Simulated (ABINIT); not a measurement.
**AlN (F-43m): G0W0 with ABINIT, start to end**

Wanted: ground state, empty states, screening and self-energy for AlN (F-43m).

Main program and level: ABINIT 10.8.3; PBE and many-body steps on it, plane waves.

This is a report of a sequence of runs, with most program output left out.

## (1) Set-up

Symmetry: F-43m, No. 216, cubic system. Conventional cell: a = 4.368 Å, b = 4.368 Å, c = 4.368 Å, α = 90.00°, β = 90.00°, γ = 90.00°. Nearest to Al lie 4 N at 1.89 Å. Nearest to N lie 4 Al at 1.89 Å. Farther neighbours and most contacts between anions are not listed.

The cell and positions are those that the Materials Project relaxed with its own functionals (PBE, PBE+U or r2SCAN), kept fixed. This is not the form that AlN usually takes at ambient conditions.

## (2) Ground state

This step: ABINIT 10.8.3; DFT, PBE, plane waves, norm-conserving pseudopotentials.

The ground-state density comes first.

Input file run.abi:

```
acell 3*1.0 Angstrom
rprim 
  -0.000000000000 2.183993559600 2.183993559600
  2.183993559600 -0.000000000000 2.183993559600
  2.183993559600 2.183993559600 -0.000000000000
ntypat 2
znucl 13 7
natom 2
typat 1 2
xred 
  0.000000000000 0.000000000000 0.000000000000
  0.750000000000 0.750000000000 0.750000000000
pp_dirpath "pseudos"
pseudos "Al.upf, N.upf"
ecut 36
ngkpt 8 8 8
nshiftk 1
shiftk 0 0 0
kptopt 1
chksymbreak 0
nband 9
occopt 1
tolvrs 1e-10
nstep 60
prtwf 0
optforces 0
optstress 0
indata_prefix "in"
outdata_prefix "out"
tmpdata_prefix "tmp"
```

Command:

```bash
> OMP_NUM_THREADS=1 mpirun -n 4 abinit run.abi > log
```

Elapsed: 4.4 s, on 4 MPI ranks of Arm Neoverse V1, shared host; peak memory 0.25 GiB.

Numbers from this step:

```yaml
total_energy: -348.0988 eV
gap: 3.325 eV
k_of_the_valence_top: 0, 0, 0
k_of_the_conduction_bottom: 0.5, 0.5, 0
least_direct_gap: 4.192 eV
```

The gap is indirect, with the least direct gap 0.87 eV higher.

## (3) Bands along the symmetry lines

The cheap functional maps the bands first; the places of the edges decide which points the dearer methods must see.

Input file run.abi:

```
acell 3*1.0 Angstrom
rprim 
  -0.000000000000 2.183993559600 2.183993559600
  2.183993559600 -0.000000000000 2.183993559600
  2.183993559600 2.183993559600 -0.000000000000
ntypat 2
znucl 13 7
natom 2
typat 1 2
xred 
  0.000000000000 0.000000000000 0.000000000000
  0.750000000000 0.750000000000 0.750000000000
pp_dirpath "pseudos"
pseudos "Al.upf, N.upf"
ecut 36
iscf -2
irdden 1
kptopt 0
nkpt 50
kpt 
  0.00000000 0.00000000 0.00000000
  -0.06250000 -0.06250000 0.00000000
  -0.12500000 -0.12500000 0.00000000
  -0.18750000 -0.18750000 0.00000000
  -0.25000000 -0.25000000 0.00000000
  -0.31250000 -0.31250000 0.00000000
  -0.37500000 -0.37500000 0.00000000
  -0.43750000 -0.43750000 0.00000000
  -0.50000000 -0.50000000 0.00000000
  -0.48437500 -0.48437500 0.03125000
  -0.46875000 -0.46875000 0.06250000
  -0.45312500 -0.45312500 0.09375000
  -0.43750000 -0.43750000 0.12500000
  -0.42187500 -0.42187500 0.15625000
  -0.40625000 -0.40625000 0.18750000
  -0.39062500 -0.39062500 0.21875000
  -0.37500000 -0.37500000 0.25000000
  -0.37500000 0.00000000 0.37500000
  -0.32812500 0.00000000 0.32812500
  -0.28125000 0.00000000 0.28125000
  -0.23437500 0.00000000 0.23437500
  -0.18750000 0.00000000 0.18750000
  -0.14062500 0.00000000 0.14062500
  -0.09375000 0.00000000 0.09375000
  -0.04687500 0.00000000 0.04687500
  0.00000000 0.00000000 0.00000000
  0.00000000 0.00000000 0.06250000
  0.00000000 0.00000000 0.12500000
  0.00000000 0.00000000 0.18750000
  0.00000000 0.00000000 0.25000000
  0.00000000 0.00000000 0.31250000
  0.00000000 0.00000000 0.37500000
  0.00000000 0.00000000 0.43750000
  0.00000000 0.00000000 0.50000000
  -0.06250000 -0.03125000 0.46875000
  -0.12500000 -0.06250000 0.43750000
  -0.18750000 -0.09375000 0.40625000
  -0.25000000 -0.12500000 0.37500000
  -0.31250000 -0.15625000 0.34375000
  -0.37500000 -0.18750000 0.31250000
  -0.43750000 -0.21875000 0.28125000
  -0.50000000 -0.25000000 0.25000000
  -0.50000000 -0.28125000 0.21875000
  -0.50000000 -0.31250000 0.18750000
  -0.50000000 -0.34375000 0.15625000
  -0.50000000 -0.37500000 0.12500000
  -0.50000000 -0.40625000 0.09375000
  -0.50000000 -0.43750000 0.06250000
  -0.50000000 -0.46875000 0.03125000
  -0.50000000 -0.50000000 0.00000000
istwfk *1
nband 11
nbdbuf 2
tolwfr 1e-08
nstep 40
prtwf 0
prtvol 0
indata_prefix "in"
outdata_prefix "out"
tmpdata_prefix "tmp"
```

Wall time 3.7 s (4 MPI ranks); peak memory 0.24 GiB.

Numbers from this step:

```yaml
gap: 3.325 eV
k_of_the_valence_top: 0, 0, 0
k_of_the_conduction_bottom: -0.5, -0.5, 0
least_direct_gap: 4.192 eV
```

The gap is 3.325 eV, as in the run before at this level.

The electronic bands at the labelled points (eV, zero at the top of the highest filled band; v1 is the highest filled band, c1 the lowest empty one):

```tsv
point	v4	v3	v2	v1	c1	c2	c3	c4
Γ	-14.97	0.00	0.00	0.00	4.19	12.59	12.59	12.59
halfway	-13.84	-2.88	-0.98	-0.98	5.96	10.29	11.51	14.02
X	-12.28	-4.90	-1.78	-1.78	3.32	8.65	13.92	15.70
halfway	-12.27	-4.73	-2.47	-1.67	3.96	9.19	13.67	15.23
U	-12.30	-4.25	-3.63	-1.37	5.17	10.12	13.05	14.17
jump to K	-12.30	-4.25	-3.63	-1.37	5.17	10.12	13.05	14.17
halfway	-13.74	-3.54	-1.50	-0.20	7.34	10.30	11.41	12.58
Γ	-14.97	0.00	0.00	0.00	4.19	12.59	12.59	12.59
halfway	-14.12	-3.26	-0.26	-0.26	6.45	10.98	12.35	12.35
L	-12.92	-5.86	-0.48	-0.48	7.39	9.85	11.17	11.17
halfway	-12.60	-5.14	-2.22	-1.12	7.11	9.26	12.17	12.69
W	-12.23	-3.77	-3.44	-2.70	6.05	11.45	11.98	12.16
halfway	-12.25	-4.56	-2.40	-2.29	4.57	9.69	13.40	13.89
X	-12.28	-4.90	-1.78	-1.78	3.32	8.65	13.92	15.70
```

## (4) Empty states on the mesh, 8×8×8 mesh, 126 bands

The sums over transitions need many empty states on a uniform mesh; this step solves for them.

Input file run.abi:

```
acell 3*1.0 Angstrom
rprim 
  -0.000000000000 2.183993559600 2.183993559600
  2.183993559600 -0.000000000000 2.183993559600
  2.183993559600 2.183993559600 -0.000000000000
ntypat 2
znucl 13 7
natom 2
typat 1 2
xred 
  0.000000000000 0.000000000000 0.000000000000
  0.750000000000 0.750000000000 0.750000000000
pp_dirpath "pseudos"
pseudos "Al.upf, N.upf"
ecut 36
ngkpt 8 8 8
nshiftk 1
shiftk 0 0 0
kptopt 1
chksymbreak 0
irdden 1
istwfk *1
nband 126
prtvol 0
optdriver 6
gwr_task "HDIAGO"
paral_kgb 0
occopt 1
indata_prefix "in"
outdata_prefix "out"
tmpdata_prefix "tmp"
```

Wall time 23 s (4 MPI ranks); peak memory 0.7 GiB.

Numbers from this step:

- gap: 3.325 eV
- k of the valence top: 0, 0, 0
- k of the conduction bottom: 0.5, 0.5, 0
- least direct gap: 4.192 eV
- k points computed: 29
- lowest point of the top converged band, above the valence top: 159.9719 eV

On this mesh the gap is 3.325 eV.

## (5) Screening, 8×8×8 mesh, 118 bands, screening to 239.5 eV

The RPA dielectric matrix is built and inverted for each q.

This step: RPA screening on PBE, plane waves, norm-conserving pseudopotentials.

run.abi: that of step 4 with these lines changed.

```diff
@@ -20,10 +20,11 @@
 chksymbreak 0
-irdden 1
 istwfk *1
-nband 126
-prtvol 0
-optdriver 6
-gwr_task "HDIAGO"
-paral_kgb 0
 occopt 1
+irdwfk 1
+optdriver 3
+nband 118
+ecuteps 8.8
+inclvkb 2
+awtr 1
+symchi 1
 indata_prefix "in"
```

Elapsed: 3.7 min, on 4 MPI ranks; peak memory 1.3 GiB.

This step gave:

- ε∞ with local fields, on this mesh, along the program's q direction: 4.271
- the same without local fields: 4.710
- plasma frequency: 23.01 eV
- plane waves in the screening matrix: 169

Local fields lower ε∞ by 9 %.

## (6) Self-energy, 8×8×8 mesh, 118 bands, screening to 239.5 eV

The self-energy is evaluated for the states that the input lists, and the levels follow from it, in one-shot runs by the linearised quasiparticle equation.

This step: G0W0 on PBE, plane waves, norm-conserving pseudopotentials.

run.abi: that of step 5 with these lines changed.

```diff
@@ -23,8 +23,17 @@
 irdwfk 1
-optdriver 3
+optdriver 4
 nband 118
+gwcalctyp 0
+ecutsigx 36
+symsigma 1
+nkptgw 2
+kptgw 
+  0.0000000000 0.0000000000 0.0000000000
+  0.5000000000 0.5000000000 0.0000000000
+bdgw 
+  2 8
+  3 6
 ecuteps 8.8
-inclvkb 2
-awtr 1
-symchi 1
+irdscr 1
+ppmodel 1
 indata_prefix "in"
```

The job ended after 22 s (4 MPI ranks; peak memory 1.4 GiB; 88 s of CPU time).

This step gave:

| Item | Value |
| --- | --- |
| G0W0 gap on the points computed | 4.544 eV |
| starting gap on the mesh | 3.325 eV |
| k of the valence top | 0, 0, 0 |
| k of the conduction bottom | 0.5, 0.5, 0 |
| Z at the valence top | 0.785 |
| Z at the conduction bottom | 0.836 |
| least direct G0W0 gap on the computed points | 5.594 eV |

The gap on the mesh goes from 3.32 eV to 4.54 eV, a correction of +1.22 eV.

Limits: finite bands, cutoff and mesh. v1 is the top filled band, c1 the lowest empty one. The levels before and after the correction (eV, zero at the valence-band top of each column):

```tsv
	conduction bottom	valence top
Kohn-Sham	3.32	0.00
G0W0	4.54	0.00
```

```tsv
	level	energy (eV)
Kohn-Sham	Γ v3-v1	0.000
Kohn-Sham	Γ c1	4.192
Kohn-Sham	Γ c2-c4	12.589
Kohn-Sham	(0.5 0.5 0) v2-v1	-1.775
Kohn-Sham	(0.5 0.5 0) c1	3.325
Kohn-Sham	(0.5 0.5 0) c2	8.652
G0W0	Γ v3-v1	0.000
G0W0	Γ c1	5.594
G0W0	Γ c2-c4	14.069
G0W0	(0.5 0.5 0) v2-v1	-2.060
G0W0	(0.5 0.5 0) c1	4.544
G0W0	(0.5 0.5 0) c2	10.109
```

## (7) Where the time went

Times are wall times on 4 MPI ranks of Arm Neoverse V1, shared host, good to a factor of about two.

```tsv
step	time	share	memory (GiB)
ground state	4.4 s	2 %	0.25
bands along the symmetry lines	3.7 s	1 %	0.24
empty states on the mesh	23 s	8 %	0.7
screening	3.7 min	81 %	1.3
self-energy	22 s	8 %	1.4
```

## (8) Outcome

* PBE gap: 3.32 eV, indirect
* G0W0 gap on the mesh: 4.54 eV
* GW settings: 8×8×8 mesh, 118 bands, screening to 239.5 eV, Godby-Needs plasmon pole
* known limits: not at the basis limit

In words: G0W0 moves the gap on the mesh from 3.32 eV to 4.54 eV (+1.22 eV), with Z of 0.79 and 0.84 at the edges. Local fields lower the RPA ε∞ on this mesh from 4.71 to 4.27. Only 2 of the mesh's irreducible points were corrected, so a valley elsewhere could overtake. The dearest step here is «screening». Bands and cutoff are finite, so the gap is not at the basis limit. The miss can reach some tenths of an eV and take either sign; the mesh is an error of its own. In the G0W0 run levels were corrected at 2 k points alone, so a gap called «on the mesh» is the least over those, and an edge elsewhere would be missed.

[Paths, hosts, dates, memory and timing lines, banners, echoed tables and standing remarks are left out of the program output.]

[Logs are printed without paths, hosts, clocks, repeated set-up lines and the standing remarks that a program may print on its own settings, such as how far it seeks lower states.]

[Runs of the session that timed out or met a known fault of the program may be left out.]

[Hosts, paths, dates, database ids (printed as entryN), source tags and the programs' standing remarks are cut or masked in the printed files.]

[G0W0 gaps are taken among the corrected bands and points alone; a level outside them can change the order at an edge.]

[Where Ansatz stands beside ABINIT at settings called matched, ABINIT's density can come from a denser mesh and the files from another edition; pairs whose starting gaps differed by over 0.03 eV were left out, so agreement reads better than it is.]
